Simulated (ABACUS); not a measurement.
## SiC (Moissanite): equation of state with r2SCAN

Crystal: SiC (Moissanite).

```
Si C
1.0
     3.07600    0.00000    0.00000
    -1.53800    2.66389    0.00000
     0.00000    0.00000    5.04800
Si C
2 2
Direct
  0.66667 0.33333 0.50000
  0.33333 0.66667 0.00000
  0.66667 0.33333 0.88500
  0.33333 0.66667 0.38500
```

```json
{
  "Program": "ABACUS 3.10.1",
  "Task": "equation of state",
  "Functional": "r2SCAN",
  "Potentials or basis": "SG15 ONCV 1.2 PBE",
  "Cutoff": "1361 eV",
  "Density cutoff": "5442 eV",
  "Basis": "DZP LCAO (the cutoffs set its grid)",
  "k mesh": "7 × 7 × 4",
  "Occupations": "fermi-dirac, width 0.05 eV",
  "Spin": "no spin polarisation"
}
```

| Quantity | Value |
| --- | --- |
| Equilibrium volume | 10.64 Å³/atom |
| Bulk modulus at fixed shape and positions | 208 GPa |
| Pressure derivative of the bulk modulus | 3.7 (rough: it moves with the points fitted) |

Energy against volume, from the lowest point:
```tsv
volume (Å³/atom)	energy (meV/atom)
9.721	59.46
10.134	16.59
10.548	0.00
10.961	5.28
```

All runs of the series together: 70 s on 4 threads of Intel(R) Xeon(R) Platinum 8375C CPU @ 2.90GHz (Ice Lake), with other jobs on the host.

Caveat: the atomic orbitals were generated for these runs and aren't a published set; the cell was scaled at fixed shape and fractional positions, which overstates the stiffness of a crystal with free parameters, most of all of layers and chains; the potentials were made for another functional, which shifts forces and pressure; the basis of atomic orbitals isn't converged, which shifts pressures, moduli and gaps.
